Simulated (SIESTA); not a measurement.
# Nb under changes of volume

One of the cells (19.300 Å³/atom); the others are scaled copies at fixed shape and fractional positions:

```xyz
1
Lattice="0.0000 2.1290 2.1290 2.1290 0.0000 2.1290 2.1290 2.1290 0.0000" Properties=species:S:1:pos:R:3 pbc="T T T"
Nb    0.0000    0.0000    0.0000
```

This isn't the form of Nb at room conditions, which is bcc.

* Program: SIESTA 5.4.2
* Functional: PBE
* Potentials or basis: PseudoDojo 0.4 standard (PBE files)
* Basis: DZP (energy shift 0.003 Ry; two zetas on semicore shells)
* Grid cutoff: 800 Ry
* Energy shift: 0.003 Ry
* k mesh: 11 × 11 × 11
* Occupations: fermi-dirac, width 0.05 eV
* Spin: no spin polarisation

| volume (Å³/atom) | energy over the lowest point (meV/atom) | pressure (GPa) |
| --- | --- | --- |
| 17.786 | ? | ? |
| 18.165 | 11.22 | 6.8 |
| 18.543 | 0.00 | 2.9 |
| 19.300 | 3.13 | -3.7 |
| 19.679 | 15.40 | -6.4 |
| 20.057 | 33.99 | -9.0 |

Problem. What does the run at 17.786 Å³/atom give?

Solution. Energy over the lowest point 31.95 meV/atom; pressure 10.9 GPa.

Worked out: A Birch-Murnaghan fit of order 3 (a polynomial in V^(-2/3)) to the other rows has its minimum at 18.84 Å³/atom with B0 = V·E''(V) = 169 GPa and B' = 5.0. It gives 32.37 meV/atom at 17.786 Å³/atom, against the run's 31.95, and -dE/dV = 11.2 GPa, against 10.9.

Energies are extrapolated to zero smearing.

Caveats: the basis of atomic orbitals isn't converged, which shifts pressures, moduli and gaps.
